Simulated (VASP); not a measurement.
Input of a VASP 6.6.1 run:

File INCAR:

```
ALGO = Normal
EDIFF = 1E-7
ENCUT = 520
GGA = PE
ISIF = 2
ISMEAR = 0
LASPH = True
LCHARG = False
LREAL = False
LWAVE = False
NELM = 60
PREC = Accurate
SIGMA = 1.0
```

Contents of KPOINTS:

```
k-points
0
Gamma
  10 10 10
```

The input POSCAR:

```
BeSe                                    
1.0
    0.0000000000      2.5377539101      2.5377539101
    2.5377539101      0.0000000000      2.5377539101
    2.5377539101      2.5377539101      0.0000000000
  Be              Se            
     1     1
Direct
     0.0000000000000000    0.0000000000000000    0.0000000000000000
     0.2500000000000000    0.2500000000000000    0.2500000000000000
```

Potentials or basis: VASP PAW PBE potentials, release 64 (Be, Se).

The run is started by

```bash
$ cat potpaw_PBE.64/Be/POTCAR potpaw_PBE.64/Se/POTCAR > POTCAR
$ mpirun -np 1 vasp_std > vasp.out
```

**Question.** Predict the pressure.

**Answer.** 5.3 GPa.

**Question.** What does it give for the band gap on the k mesh?

**Answer.** 2.53 eV, indirect (least direct gap 4.67 eV).

A k mesh can miss the band edges.
